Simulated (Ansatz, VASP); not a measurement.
**P in VASP and in Ansatz**

```
CELL_PARAMETERS angstrom
2.71148 0.00000 0.00000
-1.35574 2.34821 0.00000
0.00000 0.00000 4.61368
ATOMIC_POSITIONS crystal
P 0.33333 0.66667 0.25000
P 0.66667 0.33333 0.75000
```

Alike in both runs: functional r2SCAN; k mesh 6 × 6 × 4; occupations gaussian, width 0.1 eV; no spin polarisation.

Ansatz relaxed the structure, and its values are those at the end. VASP's run is a single point on that final structure, the one shown.

```csv
,VASP,Ansatz
version,VASP 6.6.1,Ansatz 0.2.0
potentials or method,"VASP PAW PBE potentials, release 64 (P)","scalar-relativistic, plane waves, PAW"
plane-wave cutoff (eV),520,500
valence electrons in the cell,10,10
```

```csv
,VASP,Ansatz,Ansatz less VASP
gap on the k mesh at the Fermi level (eV),none,none,-
pressure (GPa),-0.1,0.0,+0.06
```

A gap of «none» marks a metal or a gap that the smearing closes. The functional is the same, so the differences come from potentials, cutoffs and numerics.

Caveats: the k mesh is coarse (spacing up to 0.45 Å⁻¹), so the values aren't converged; the PAW data sets were made with another functional, which shifts forces and pressure a little (VASP).
